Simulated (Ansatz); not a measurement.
## Varying the input for MgS

The reference input for Ansatz (plane-wave DFT with PAW):

```yaml
crystal:
  lattice:
    - [4.0346224068, 0.0, 0.0]
    - [-2.0173112034, 3.494085499, 0.0]
    - [0.0, 0.0, 6.43229418]
  atoms:
    - { symbol: Mg, position: [0.66666667, 0.33333333, 0.49575485] }
    - { symbol: Mg, position: [0.33333333, 0.66666667, 0.99575485] }
    - { symbol: S, position: [0.33333333, 0.66666667, 0.37924415] }
    - { symbol: S, position: [0.66666667, 0.33333333, 0.87924415] }
basis:
  ecutwfc: 420
kpoints:
  mp_grid: { grid: [6, 6, 2] }
hamiltonian:
  xc: pbe
scf:
  occupations: { method: gaussian, width: 0.1 }
output:
  forces: true
  stress: true
  eigenvalues: true
```

Command:

```bash
ansatz run input.yaml --threads 1 --pin off --max-ram 1331MiB --backend cpu --events-out ev --progress --plain --runs-dir out
```

The run converges in 6 SCF iterations on 14 irreducible k-points: pressure 1.07 GPa, largest force 0.048 eV/Å, gap on the sampled k-points 3.44 eV.

These settings were drawn at random to show what each does; none of the numbers is a converged property of the crystal. Each trial's input is given as a difference from the reference's; energies are extrapolated to zero smearing where there is one, and pressure is positive in compression.

Trial 1:

```diff
 basis:
-  ecutwfc: 420
+  ecutwfc: "18 Ha"
+  precision: f64
 kpoints:
-  mp_grid: { grid: [6, 6, 2] }
+  mp_grid: { grid: [3, 3, 1], shift: [0.5, 0.5, 0.5] }
+magnetization:
+  noncollinear: true
+  spin_orbit: true
```

What does the program give?

The run converges in 8 SCF iterations on 4 irreducible k-points: pressure 1.29 GPa, largest force 0.050 eV/Å, gap on the sampled k-points 5.15 eV. It warns that the mesh lowers the symmetry.